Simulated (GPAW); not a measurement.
Runs of GPAW 26.7.0 on InPd. The structure is cubic, space group Fm-3m (No. 225). Conventional cell: a = 5.492 Å, b = 5.492 Å, c = 5.492 Å, α = 90.00°, β = 90.00°, γ = 90.00°. In (site symmetry m-3m) has 6 Pd at 2.75 Å as nearest neighbours. Pd (site symmetry m-3m) has 6 In at 2.75 Å as nearest neighbours. The cell was built by a generator and needn't be a form met in nature.

| level | potentials or basis | eigensolver | gap on the mesh (eV) | pressure (GPa) | relaxed volume (Å³/atom) |
| --- | --- | --- | --- | --- | --- |
| RPBE | the program's PAW data sets (release 1.2.1) made for this functional, pw | - | none | 0.1 | 21.35 |
| revPBE | the program's PAW data sets (release 1.2.1) made for this functional, pw | - | none | 0.0 | 21.16 |
| PBEsol | PAW data sets generated in the run's folder for this functional, pw | - | none | 0.0 | (b) |
| BLYP | PAW data sets generated in the run's folder for this functional, pw | davidson | none | 0.0 | 22.17 |
| LDA | the program's PAW data sets (release 1.2.1) made for this functional, pw | - | none | -0.2 | (a) |

Alike in all rows: task relaxation of cell and atoms; no spin polarisation; cell relaxed; k mesh 8 × 8 × 8; cutoff (eV) 600; smearing fermi-dirac 0.05 eV.

Q: Estimate the missing entries.

A: (a) 18.90; (b) 19.53.

Caveats: later steps reuse the first step's grids.

A k mesh can miss the band edges, and the runs leave out spin-orbit coupling on In, Pd.

A gap of «none» marks a metal or a gap under the smearing width.

Runs at the PBE level aren't shown here.
